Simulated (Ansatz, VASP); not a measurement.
**Two plane-wave programs on W**

```
W
1.0
    -1.56897    1.56897    1.56897
     1.56897   -1.56897    1.56897
     1.56897    1.56897   -1.56897
W
1
Direct
  0.00000 0.00000 0.00000
```

Alike in both runs: functional LDA; k mesh 8 × 8 × 8; occupations gaussian, width 0.1 eV; no spin polarisation.

Ansatz relaxed the structure, and its values are those at the end. VASP's run is a single point on that final structure, the one shown.

```csv
,VASP,Ansatz
version,VASP 6.6.1,Ansatz 0.2.0
potentials or method,"VASP PAW LDA potentials, release 64 (W_sv)","scalar-relativistic, plane waves, PAW"
plane-wave cutoff (eV),520,420
valence electrons in the cell,14,14
```

Ansatz gave:

- gap on the k mesh at the Fermi level (eV): none
- pressure (GPa): 0.0

Question: Which values does VASP return?

Answer: gap on the k mesh at the Fermi level (eV): none; pressure (GPa): 1.9.

A gap of «none» marks a metal or a gap that the smearing closes. Ansatz warned: «pseudo_functional_mismatch».

Spin-orbit coupling is left out, which matters for the levels of W.
